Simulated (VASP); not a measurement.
A run of VASP 6.6.1:

File INCAR:

```
PREC = Accurate ; ENCUT = 600
EDIFF = 1E-7 ; ISMEAR = 1
SIGMA = 0.1 ; LREAL = False
LASPH = True ; NELM = 80
ALGO = Normal ; ISIF = 3
LWAVE = False ; LCHARG = False
METAGGA = R2SCAN ; LMIXTAU = True
IBRION = 2 ; NSW = 90
EDIFFG = -0.005
```

The input KPOINTS:

```
Automatic mesh
0
Gamma
  16 16 16
```

File POSCAR:

```
TiN                                     
1.0
    0.0000000000      2.1200743645      2.1200743645
    2.1200743645     -0.0000000000      2.1200743645
    2.1200743645      2.1200743645     -0.0000000000
  Ti              N             
     1     1
Direct
     0.0000000000000000    0.0000000000000000    0.0000000000000000
     0.5000000000000000    0.5000000000000000    0.5000000000000000
```

Potentials or basis: VASP PAW PBE potentials, release 64 (Ti_sv, N).

The run is started by

```bash
$ cat potpaw_PBE.64/Ti_sv/POTCAR potpaw_PBE.64/N/POTCAR > POTCAR
$ mpirun -np 1 vasp_std > vasp.out
```

Hardware: 1 thread of Intel(R) Xeon(R) Platinum 8488C (Sapphire Rapids), with other jobs on the host.

**Question.** Estimate the wall time of this run.

**Answer.** Wall time 2.1 min on 1 thread of Intel(R) Xeon(R) Platinum 8488C (Sapphire Rapids), with other jobs on the host, peak memory 0.18 GiB. Counts: scf iterations 21, k points 145, ion steps 1.
